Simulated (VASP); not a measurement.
# Pb (P6_3/mmc) in VASP: notebook

Runs on Pb. Level: PBEsol. Tasks: single point.

All numbers are computed with VASP 6.6.1; they aren't measurements. Logs are shortened: lines on timing, memory, paths and dates and some standing lists are left out, and cuts for length are marked.

## Step 1: Starting point

It takes space group P6_3/mmc (No. 194, hexagonal). Conventional cell: a = 3.480 Å, b = 3.480 Å, c = 5.590 Å, α = 90.00°, β = 90.00°, γ = 120.00°. Around Pb (site symmetry -6m2) lie 12 Pb at 3.44 to 3.48 Å.

This isn't the form of Pb at room conditions, which is fcc.

## Step 2: Single point, PBEsol

INCAR reads:

```
PREC = Accurate
ENCUT = 700
EDIFF = 1E-6
ISMEAR = -1
SIGMA = 0.1
LREAL = False
LASPH = True
NELM = 100
ALGO = Normal
ISIF = 2
LWAVE = False
LCHARG = False
GGA = PS
ADDGRID = False
```

KPOINTS reads:

```
regular mesh
0
Gamma
  19 19 10
```

POSCAR reads:

```
Pb
1.0
    3.4800000000      0.0000000000      0.0000000000
   -1.7400000000      3.0137684052      0.0000000000
    0.0000000000      0.0000000000      5.5900000000
Pb
2
Direct
    0.6666666667      0.3333333333      0.7500000000
    0.3333333333      0.6666666667      0.2500000000
```

Potentials or basis: VASP PAW PBE potentials, release 64 (Pb_d).

Run with:

```bash
$ cat potpaw_PBE.64/Pb_d/POTCAR > POTCAR
$ mpirun -np 1 vasp_std > vasp.out
```

OUTCAR:

```text
PREC = Accurate
   ENCUT = 700
   EDIFF = 1E-6
   ISMEAR = -1
   LREAL = False
   LASPH = True
   NELM = 100
   ISIF = 2
   GGA = PS

 Found    240 irreducible k-points:

 Following reciprocal coordinates:
            Coordinates               Weight
  0.000000  0.000000  0.000000      1.000000
  0.052632  0.000000  0.000000      6.000000
  0.105263  0.000000  0.000000      6.000000
  0.157895  0.000000  0.000000      6.000000
  0.210526 -0.000000  0.000000      6.000000
  0.263158  0.000000  0.000000      6.000000
   k-points           NKPTS =    240   k-points in BZ     NKDIM =    240   number of bands    NBANDS=     18
   number of dos      NEDOS =    301   number of ions     NIONS =      2
   total plane-waves  NPLWV =  43200
   dimension x,y,z NGX =    30 NGY =   30 NGZ =   48
   dimension x,y,z NGXF=    60 NGYF=   60 NGZF=   96
   ions per type =               2
   NGX,Y,Z   is equivalent  to a cutoff of  14.33, 14.33, 14.28 a.u.
   NGXF,Y,Z  is equivalent  to a cutoff of  28.66, 28.66, 28.55 a.u.
 SYSTEM =  unknown system
   PREC   = accura    normal or accurate (medium, high low for compatibility)
   ISTART =      0    job   : 0-new  1-cont  2-samecut
   ICHARG =      2    charge: 1-file 2-atom 10-const
   ISPIN  =      1    spin polarized calculation?
   LNONCOLLINEAR =      F non collinear calculations
   LSORBIT =      F    spin-orbit coupling
   LASPH  =      T    aspherical Exc in radial PAW
   ENCUT  =  700.0 eV  51.45 Ry    7.17 a.u.   7.51  7.51 12.06*2*pi/ulx,y,z
   NELM   =    100;   NELMIN=  2; NELMDL= -5     # of ELM steps
   EDIFF  = 0.1E-05   stopping-criterion for ELM
   LREAL  =      F    real-space projection
   EDIFFG = 0.1E-04   stopping-criterion for IOM
   NSW    =      0    number of steps for IOM
   IBRION =     -1    ionic relax: 0-MD 1-quasi-New 2-CG
   NFREE  =      0    steps in history (QN), initial steepest desc. (CG)
   ISIF   =      2    stress and relaxation
   ISYM   =      2    0-nonsym 1-usesym 2-fastsym
   POTIM  = 0.5000    time-step for ionic-motion
   TEBEG  =    0.0;   TEEND  =   0.0 temperature during run
   PSTRESS=    0.0 pullay stress
   NELECT =      28.0000    total number of electrons
   NUPDOWN=      -1.0000    fix difference up-down
   EMIN   =  10.00;   EMAX   =-10.00  energy-range for DOS
   EFERMI =   0.00;   METHOD = LEGACY
   ISMEAR =    -1;   SIGMA  =   0.10  broadening in eV -4-tet -1-fermi 0-gaus
   EFERMI_NEDOS =   21; number of points for ismear=-14 and -15
   IALGO  =     38    algorithm
   IMIX   =      4    mixing-type and parameters
     AMIX     =   0.40;   BMIX     =  1.00
     AMIX_MAG =   1.60;   BMIX_MAG =  1.00
  volume/ion in A,a.u.               =      29.31       197.82
  Fermi-wavevector in a.u.,A,eV,Ry     =   1.279658  2.418203 22.279870  1.637524
  Thomas-Fermi vector in A             =   2.412131
   LORBIT       =      0    0 simple, 1 ext, 2 COOP (PROOUT), +10 PAW based schemes
   GGA     = PS    functional components
   LHFCALC =     F    Hartree Fock is set to
   AEXX    =    0.0000 exact exchange contribution
   IVDW    =     0    specifies the selected vdW correction
   LEPSILON=     F    determine dielectric tensor
   LRPA    =     F    only Hartree local field effects (RPA)
 non-spin polarized calculation
  energy-cutoff  :      700.00
  volume of cell :       58.63
 maximum number of plane-waves:      2503
 NGX is ok and might be reduce to    30
   NGX = 15   NGY = 15   NGZ = 25

 number of electron      27.9999998 magnetization

 Free energy of the ion-electron system (eV)
  ---------------------------------------------------
  ext. energy  EPLUGINS =         0.00000000
  ---------------------------------------------------
  free energy    TOTEN  =        -7.98174265 eV

  energy without entropy =       -7.94550307  energy(sigma->0) =       -7.96362286

 E-fermi :   7.4258     XC(G=0): -10.5063

 val. band max:        7.4131854474   @ k =   0.3158   0.1053   0.0000
 cond. band min:       7.4416838968   @ k =   0.3158   0.0526   0.2000
 fundamental gap:      0.0284984493
 Fermi energy:         7.4258122808

 k-point     1 :       0.0000    0.0000    0.0000
  band No.  band energies     occupation
      1      -9.5715      2.00000
      2      -9.5212      2.00000
      3      -9.5097      2.00000
      4      -9.5097      2.00000
      5      -9.4845      2.00000
      6      -9.4845      2.00000
[... 10 lines left out ...]
     17      14.9471      0.00000
     18      15.6186      0.00000

 k-point     2 :       0.0526    0.0000    0.0000
  band No.  band energies     occupation
      1      -9.5688      2.00000
      2      -9.5288      2.00000
      3      -9.5027      2.00000
      4      -9.4995      2.00000
      5      -9.4832      2.00000
      6      -9.4777      2.00000
[... 10 lines left out ...]
     17      15.0588      0.00000
     18      15.5655      0.00000

 k-point     3 :       0.1053    0.0000    0.0000
  band No.  band energies     occupation
      1      -9.5688      2.00000
      2      -9.5329      2.00000
      3      -9.4868      2.00000
      4      -9.4823      2.00000
      5      -9.4728      2.00000
      6      -9.4580      2.00000
[... 10 lines left out ...]
     17      15.1744      0.00000
     18      15.3378      0.00000

 k-point     4 :       0.1579    0.0000    0.0000
  band No.  band energies     occupation
      1      -9.5842      2.00000
      2      -9.5217      2.00000
      3      -9.4837      2.00000
      4      -9.4702      2.00000
      5      -9.4638      2.00000
      6      -9.4507      2.00000
[... 10 lines left out ...]
     17      14.7920      0.00000
     18      15.0640      0.00000

 k-point     5 :       0.2105   -0.0000    0.0000
  band No.  band energies     occupation
      1      -9.6070      2.00000
      2      -9.5125      2.00000
      3      -9.4916      2.00000
      4      -9.4781      2.00000
      5      -9.4738      2.00000
      6      -9.4112      2.00000
[... 10 lines left out ...]
     17      13.9325      0.00000
     18      14.8248      0.00000

 k-point     6 :       0.2632    0.0000    0.0000
  band No.  band energies     occupation
      1      -9.6314      2.00000
      2      -9.5166      2.00000
      3      -9.5154      2.00000
      4      -9.4929      2.00000
      5      -9.4521      2.00000
      6      -9.3682      2.00000
[... 10 lines left out ...]
     17      12.9176      0.00000
     18      14.3478      0.00000

 [... further k-points ...]

------------------------ aborting loop because EDIFF is reached ----------------------------------------

  FORCE on cell =-STRESS in cart. coord.  units (eV):
  Direction    XX          YY          ZZ          XY          YZ          ZX
  --------------------------------------------------------------------------------------
  -------------------------------------------------------------------------------------
  Total        0.1501267      0.1501267      0.8811572     -0.0000000      0.0000000     -0.0000000
  in kB        4.1026788      4.1026788     24.0803640     -0.0000000      0.0000000     -0.0000000
  external PRESSURE =      10.7619072 kB  Pullay stress =       0.0000000 kB

 VOLUME and BASIS-vectors are now :
 -----------------------------------------------------------------------------
  energy-cutoff  :      700.00
  volume of cell :       58.63
      direct lattice vectors                 reciprocal lattice vectors
     3.480000000  0.000000000  0.000000000     0.287356322  0.165905250  0.000000000
    -1.740000000  3.013768405  0.000000000     0.000000000  0.331810500  0.000000000
     0.000000000  0.000000000  5.590000000     0.000000000  0.000000000  0.178890877

 POSITION                                       TOTAL-FORCE (eV/Angst)
 -----------------------------------------------------------------------------------
      1.74000      1.00459      4.19250         0.000000     -0.000000      0.000000
     -0.00000      2.00918      1.39750        -0.000000      0.000000      0.000000
 -----------------------------------------------------------------------------------
    total drift:                               -0.000000      0.000000      0.000000

  FREE ENERGIE OF THE ION-ELECTRON SYSTEM (eV)
  ---------------------------------------------------
  free  energy   TOTEN  =        -7.9817426530 eV

  energy  without entropy=       -7.9455030653  energy(sigma->0) =       -7.96362286
```

OSZICAR:

```text
N       E                     dE             d eps       ncg     rms          rms(c)
DAV:   1     0.303099967508E+03    0.30310E+03   -0.17268E+04  8640   0.235E+03
DAV:   2     0.127598578783E+02   -0.29034E+03   -0.28683E+03  8642   0.476E+02
DAV:   3    -0.738960829328E+01   -0.20149E+02   -0.19848E+02 10550   0.155E+02
DAV:   4    -0.799532839740E+01   -0.60572E+00   -0.60163E+00 10368   0.298E+01
DAV:   5    -0.801943311486E+01   -0.24105E-01   -0.24101E-01 10514   0.535E+00    0.869E-01
DAV:   6    -0.798990571647E+01    0.29527E-01   -0.56680E-02 11210   0.359E+00    0.406E-01
DAV:   7    -0.798225310856E+01    0.76526E-02   -0.21390E-02 11302   0.214E+00    0.128E-01
DAV:   8    -0.798174720509E+01    0.50590E-03   -0.10943E-03 11282   0.539E-01    0.140E-02
DAV:   9    -0.798174248124E+01    0.47238E-05   -0.41308E-05 11266   0.112E-01    0.638E-03
DAV:  10    -0.798174265303E+01   -0.17178E-06   -0.17010E-06  7030   0.163E-02
   1 F= -.79817427E+01 E0= -.79636229E+01  d E =-.362396E-01
```

stdout:

```text
POSCAR found type information on POSCAR Pb
 POSCAR found :  1 types and       2 ions
 scaLAPACK will be used
 -----------------------------------------------------------------------------
|                                                                             |
|                                                                             |
|     You enforced a specific xc type in the INCAR file but a different       |
|     I HOPE YOU KNOW WHAT YOU ARE DOING!                                     |
|                                                                             |
 -----------------------------------------------------------------------------

 LDA part: xc-table for (Slater+PW92), standard interpolation
 POSCAR, INCAR and KPOINTS ok, starting setup
 FFT: planning ... GRIDC
 FFT: planning ... GRID_SOFT
 FFT: planning ... GRID
 WAVECAR not read
 entering main loop
```

It took 2 min on 1 thread of Intel Xeon 6975P-C (Granite Rapids), shared host; peak memory 0.44 GiB.

The run converged, but some of its settings lie outside the range that counts as converged, so its numbers aren't taken as properties of the crystal.

What came out:

```yaml
Free_energy: -7.9817 eV
Pressure: 1.1 GPa
Band_gap_on_the_k_mesh: none (metal or under the smearing width)
```

Caveat: the PAW data sets were made with another functional, which shifts forces and pressure a little.

## Step 3: Single point, PBEsol

INCAR is that of step 2.

KPOINTS is that of step 2.

POSCAR reads:

```
Pb
1.0
    3.4800000000      0.0000000000      0.0000000000
   -1.7400000000      3.0137684052      0.0000000000
    0.0000000000      0.0000000000      5.5900000000
Pb
2
Direct
    0.6916670000      0.3496840000      0.7502860000
    0.3559200000      0.6835750000      0.2530120000
```

Potentials or basis: VASP PAW PBE potentials, release 64 (Pb_d).

Run with:

```bash
$ cat potpaw_PBE.64/Pb_d/POTCAR > POTCAR
$ mpirun -np 1 vasp_std > vasp.out
```

It took 14 min on 1 thread of Intel Xeon 6975P-C (Granite Rapids), shared host; peak memory 2.2 GiB.

These settings aren't checked as converged: the numbers below hold their error.

Results:

```
Free energy            : -7.9814 eV
Pressure               : 1.1 GPa
Largest force          : 0.038 eV/Å
Band gap on the k mesh : none (metal or under the smearing width)
```

Caveat: the PAW data sets were made with another functional, which shifts forces and pressure a little.

## Step 4: For comparison

An earlier run on the cell as given: functional PBEsol; potentials or basis VASP PAW PBE potentials, release 64 (Pb_d); cutoff 520 eV; k mesh 9 × 9 × 5; occupations fermi-dirac, width 0.05 eV; no spin polarisation.

- Pressure: 1.0 GPa
- Band gap on the k mesh: none (metal or under the smearing width)
